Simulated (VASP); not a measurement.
# GaN (F-43m) in VASP: Born charges and dielectric tensor with PBE

Aim: the Born charges and dielectric tensor of GaN with PBE.

Program: VASP 6.6.1. These are calculated values, not measurements. Logs are shortened: lines on timing, memory, paths and dates and some standing lists are left out, and cuts for length are marked.

**What was measured.**

From a printed reference work, textbook, for a bulk crystal of GaN at 0 K: band gap 3.299 eV (direct).

The runs below are set against these values where they give the same quantity.

## 1. The crystal as given

It takes space group F-43m (No. 216, cubic). Conventional cell: a = 4.548 Å, b = 4.548 Å, c = 4.548 Å, α = 90.00°, β = 90.00°, γ = 90.00°. Around Ga (site symmetry -43m) lie 4 N at 1.97 Å. Around N (site symmetry -43m) lie 4 Ga at 1.97 Å.

The cell is a database's computed one.

## 2. Born charges and dielectric tensor, PBE

File INCAR:

```
SYSTEM = GaN
PREC     = Accurate       ! precision mode
ENCUT    = 600            ! plane-wave cutoff, eV
EDIFF    = 1E-8           ! SCF threshold, eV
ISMEAR   = 0              ! smearing method
SIGMA    = 0.02           ! smearing width, eV
LREAL    = .FALSE.        ! projectors in reciprocal space
LASPH    = .TRUE.         ! aspherical terms in the spheres
NELM     = 100            ! most SCF steps
ALGO     = Normal         ! electronic algorithm
ISIF     = 2              ! what is computed and relaxed
LWAVE    = .FALSE.        ! write WAVECAR
LCHARG   = .FALSE.        ! write CHGCAR
GGA      = PE             ! functional
LEPSILON = .TRUE.         ! dielectric tensor by DFPT
IBRION   = 8              ! ionic algorithm
NSW      = 1              ! ionic steps
```

File KPOINTS:

```
Automatic mesh
0
G
  10 10 10
  0 0 0
```

File POSCAR:

```
GaN
1.0
    0.0000000000      2.2741000000      2.2741000000
    2.2741000000      0.0000000000      2.2741000000
    2.2741000000      2.2741000000      0.0000000000
Ga N
1 1
Direct
    0.0000000000      0.0000000000      0.0000000000
    0.2500000000      0.2500000000      0.2500000000
```

Potentials or basis: VASP PAW PBE potentials, release 64 (Ga_d, N).

Launch:

```bash
$ cat potpaw_PBE.64/Ga_d/POTCAR potpaw_PBE.64/N/POTCAR > POTCAR
$ mpirun -np 1 vasp_std > vasp.out
```

OUTCAR:

```text
SYSTEM = GaN
   PREC = Accurate
   ENCUT = 600
   EDIFF = 1E-8
   ISMEAR = 0
   LREAL = .FALSE.
   LASPH = .TRUE.
   NELM = 100
   ISIF = 2
   GGA = PE
   LEPSILON = .TRUE.
   IBRION = 8
   NSW = 1

 ion  position               nearest neighbor table
   1  0.000  0.000  0.000-   2 1.97   2 1.97   2 1.97   2 1.97
   2  0.250  0.250  0.250-   1 1.97   1 1.97   1 1.97   1 1.97

  LATTYP: Found a face centered cubic cell.
 ALAT       =     4.5482000000

  Lattice vectors:

 A1 = (   0.0000000000,   2.2741000000,   2.2741000000)
 A2 = (   2.2741000000,   0.0000000000,   2.2741000000)
 A3 = (   2.2741000000,   2.2741000000,   0.0000000000)

Analysis of symmetry for initial positions (statically):
=====================================================================
 Subroutine PRICEL returns:
 Original cell was already a primitive cell.

 Routine SETGRP: Setting up the symmetry group for a
 face centered cubic supercell.

 Subroutine GETGRP returns: Found 24 space group operations
 (whereof 24 operations were pure point group operations)
 out of a pool of 48 trial point group operations.

The static configuration has the point symmetry T_d .

Analysis of symmetry for dynamics (positions and initial velocities):
=====================================================================
 Subroutine PRICEL returns:
 Original cell was already a primitive cell.

 Routine SETGRP: Setting up the symmetry group for a
 face centered cubic supercell.

 Subroutine GETGRP returns: Found 24 space group operations
 (whereof 24 operations were pure point group operations)
 out of a pool of 48 trial point group operations.

The dynamic configuration has the point symmetry T_d .

 Subroutine INISYM returns: Found 24 space group operations
 (whereof 24 operations are pure point group operations),
 and found     1 'primitive' translations

----------------------------------------------------------------------------------------

                                     Primitive cell

  volume of cell :      23.5212

  direct lattice vectors                    reciprocal lattice vectors
     0.000000000  2.274100000  2.274100000    -0.219867200  0.219867200  0.219867200
     2.274100000  0.000000000  2.274100000     0.219867200 -0.219867200  0.219867200
     2.274100000  2.274100000  0.000000000     0.219867200  0.219867200 -0.219867200

  length of vectors
     3.216063062  3.216063062  3.216063062     0.380821162  0.380821162  0.380821162

  position of ions in fractional coordinates (direct lattice)
     0.000000000  0.000000000  0.000000000
     0.250000000  0.250000000  0.250000000

  ion indices of the primitive-cell ions
   primitive index   ion index
                 1           1
                 2           2

----------------------------------------------------------------------------------------

 KPOINTS: Automatic mesh

Automatic generation of k-mesh.
 Grid dimensions read from file:
 generate k-points for:   10   10   10

 Generating k-lattice:

  Cartesian coordinates                     Fractional coordinates (reciprocal lattice)
    -0.021986720  0.021986720  0.021986720     0.100000000  0.000000000  0.000000000
[... 534 lines left out ...]
  ---------------------------------------------------
  free energy    TOTEN  =        -0.36841019 eV

  energy without entropy =       -0.36841019

------------------------ aborting loop because EDIFF is reached ----------------------------------------

--------------------------------------- Ionic step        2  -------------------------------------------

------------------------ aborting loop because EDIFF is reached ----------------------------------------

--------------------------------------- Ionic step        3  -------------------------------------------

------------------------ aborting loop because EDIFF is reached ----------------------------------------

 PIEZOELECTRIC TENSOR FIELD DIRECTION 3  (e Angst)
 -----------------------------------------------------------------------------
    -0.00146 -1.52010  0.00000           ( -0.00000 -0.09998  0.00000)
    -1.52010 -0.00146  0.00000           ( -0.09998 -0.00000  0.00000)
     0.00000  0.00000  0.00191           (  0.00000  0.00000 -0.00000)

 PIEZOELECTRIC TENSOR FIELD DIRECTION 3  (C/m^2)
 -----------------------------------------------------------------------------
    -0.00100 -1.03544  0.00000
    -1.03544 -0.00100  0.00000
     0.00000  0.00000  0.00130

--------------------------------------- Ionic step        4  -------------------------------------------

------------------------ aborting loop because EDIFF is reached ----------------------------------------

[... ionic steps 5 to 6 ...]

--------------------------------------- Ionic step        7  -------------------------------------------

 Free energy of the ion-electron system (eV)
  ---------------------------------------------------
  ---------------------------------------------------
  free energy    TOTEN  =        -0.23268785 eV

  energy without entropy =       -0.23268785

------------------------ aborting loop because EDIFF is reached ----------------------------------------

 INTERNAL STRAIN TENSOR  FOR ION    2  DIRECTION 1   (eV/Angst):
 -----------------------------------------------------------------------------
    -0.00326  0.00000  0.00000
     0.00000 -0.00216 -7.03512
     0.00000 -7.03512 -0.00216

 MACROSCOPIC STATIC DIELECTRIC TENSOR (including local field effects in DFT)
 ------------------------------------------------------
           6.240193     0.000000    -0.000000
           0.000000     6.240193    -0.000000
           0.000000    -0.000000     6.240193
 ------------------------------------------------------

 PIEZOELECTRIC TENSOR (including local field effects)  for field in x, y, z        (e  Angst)
          XX          YY          ZZ          XY          YZ          ZX
  --------------------------------------------------------------------------------
  x     0.00000     0.00000     0.00000     0.00000    -1.52080     0.00000
  y     0.00000     0.00000    -0.00000     0.00000     0.00000    -1.52080
  z    -0.00000    -0.00000     0.00000    -1.52080     0.00000     0.00000

 PIEZOELECTRIC TENSOR (including local field effects)  for field in x, y, z        (C/m^2)
          XX          YY          ZZ          XY          YZ          ZX
  --------------------------------------------------------------------------------
  x     0.00000     0.00000     0.00000     0.00000    -1.03592     0.00000
  y     0.00000     0.00000    -0.00000     0.00000     0.00000    -1.03592
  z    -0.00000    -0.00000     0.00000    -1.03592     0.00000     0.00000

 BORN EFFECTIVE CHARGES (including local field effects) (in |e|, cummulative output)
 ---------------------------------------------------------------------------------
 ion    1
    1     2.68348     0.00000     0.00000
    2    -0.00000     2.68348     0.00000
    3    -0.00000    -0.00000     2.68348
 ion    2
    1    -2.68348    -0.00000    -0.00000
    2     0.00000    -2.68348    -0.00000
    3     0.00000     0.00000    -2.68348

 INTERNAL STRAIN TENSOR FOR ION    2 for displacements in x,y,z  (eV/Angst):
          X           Y           Z          XY          YZ          ZX
  --------------------------------------------------------------------------------
  x     0.00000     0.00000     0.00000     0.00000    -7.03512     0.00000
  y     0.00000     0.00000     0.00000     0.00000     0.00000    -7.03512
  z     0.00000     0.00000     0.00000    -7.03512     0.00000     0.00000

 SECOND DERIVATIVES (NOT SYMMETRIZED)
 ------------------------------------
               1X          1Y          1Z          2X          2Y          2Z
  1X   -11.293372    0.000000    0.000000   11.293372    0.000000    0.000000
  1Y     0.000000  -11.293372    0.000000    0.000000   11.293372    0.000000
  1Z     0.000000    0.000000  -11.293372    0.000000    0.000000   11.293372
  2X    11.300339    0.000000    0.000000  -11.300339    0.000000    0.000000
  2Y     0.000000   11.300339    0.000000    0.000000  -11.300339    0.000000
  2Z     0.000000    0.000000   11.300339    0.000000    0.000000  -11.300339

 Eigenvectors and eigenvalues of the dynamical matrix
 ----------------------------------------------------

   1 f  =   15.389748 THz    96.696638 2PiTHz  513.346733 cm-1    63.646854 meV
             X         Y         Z           dx          dy          dz
      0.000000  0.000000  0.000000    -0.408830    0.000000    0.000000
      1.137050  1.137050  1.137050     0.912610    0.000000    0.000000
[... 21 lines left out ...]
   6 f/i=    0.001771 THz     0.011125 2PiTHz    0.059063 cm-1     0.007323 meV
             X         Y         Z           dx          dy          dz
      0.000000  0.000000  0.000000     0.000000   -0.278515   -0.869073
      1.137050  1.137050  1.137050     0.000000   -0.124769   -0.389326

--------------------------------------------------------------------------------------------------------

 MACROSCOPIC STATIC DIELECTRIC TENSOR IONIC CONTRIBUTION
 ------------------------------------------------------
           4.903948     0.000000     0.000000
           0.000000     4.903948     0.000000
           0.000000     0.000000     4.903948
 ------------------------------------------------------

 ELASTIC MODULI CONTR FROM IONIC RELAXATION (kBar)
 Direction    XX          YY          ZZ          XY          YZ          ZX
 --------------------------------------------------------------------------------
 XX          -0.0000      0.0000     -0.0000      0.0000      0.0000      0.0000
 YY           0.0000     -0.0000      0.0000     -0.0000     -0.0000     -0.0000
 ZZ          -0.0000      0.0000     -0.0000      0.0000      0.0000      0.0000
 XY           0.0000     -0.0000      0.0000   -273.9755     -0.0000     -0.0000
 YZ           0.0000     -0.0000      0.0000     -0.0000   -273.9755     -0.0000
 ZX           0.0000     -0.0000      0.0000     -0.0000     -0.0000   -273.9755
 --------------------------------------------------------------------------------

 PIEZOELECTRIC TENSOR IONIC CONTR  for field in x, y, z        (C/m^2)
          XX          YY          ZZ          XY          YZ          ZX
  --------------------------------------------------------------------------------
  x    -0.00000     0.00000    -0.00000     0.00000     1.09069     0.00000
  y    -0.00000     0.00000    -0.00000     0.00000     0.00000     1.09069
  z    -0.00000     0.00000    -0.00000     1.09069     0.00000     0.00000
```

Wall time 7 min (1 thread of Intel Xeon Platinum 8488C (Sapphire Rapids), shared host); peak memory 0.3 GiB.

What came out:

* Band gap on the k mesh: 1.55 eV, direct
* Electronic dielectric tensor (diagonal): 6.24
* Born charges (mean of the diagonal): Ga +2.68; N -2.68 e
* Highest phonon frequency at Γ, LO-TO splitting left out: 513 cm⁻¹

Levels at points of the mesh, in eV from the valence-band top:
```
           k point  band 5  band 6  band 7  band 8  band 9  band 10  band 11  band 12  band 13
(0.00, 0.00, 0.00)  -13.13  -13.13    0.00    0.00    0.00     1.55    10.13    10.13    10.13
(0.50, 0.00, 0.00)  -13.09  -11.88   -6.86   -0.93   -0.93     4.45     8.59    10.22    10.22
(0.50, 0.50, 0.00)  -13.06  -11.45   -6.01   -2.61   -2.61     3.34     6.50    11.52    13.67
```

Phonon frequencies in cm⁻¹ (negative: imaginary):
```csv
q point,frequencies
"(0.000, 0.000, 0.000)",0 0 0 513 513 513
```

Electronic dielectric tensor:
```
6.24 0.00 0.00
0.00 6.24 0.00
0.00 0.00 6.24
```

Born effective charge tensors (e):
atom 1, Ga
```
2.68 0.00 0.00
0.00 2.68 0.00
0.00 0.00 2.68
```
atom 2, N
```
-2.68  0.00  0.00
 0.00 -2.68  0.00
 0.00  0.00 -2.68
```

## 3. Against experiment

Step 2. A measured gap of GaN is 3.299 eV (direct; 0 K; a printed reference work, textbook); the calculated 1.55 eV misses it by -1.75 eV. So large a miss can be the level of theory's own, or it may mean another phase, state or a wrong row. Spin-orbit coupling on Ga is left out. The value is that of PBE, without temperature or zero-point motion. Semilocal functionals fall short of measured gaps as a rule. The cell is a database's relaxed one, not the measured one, which moves gaps too.
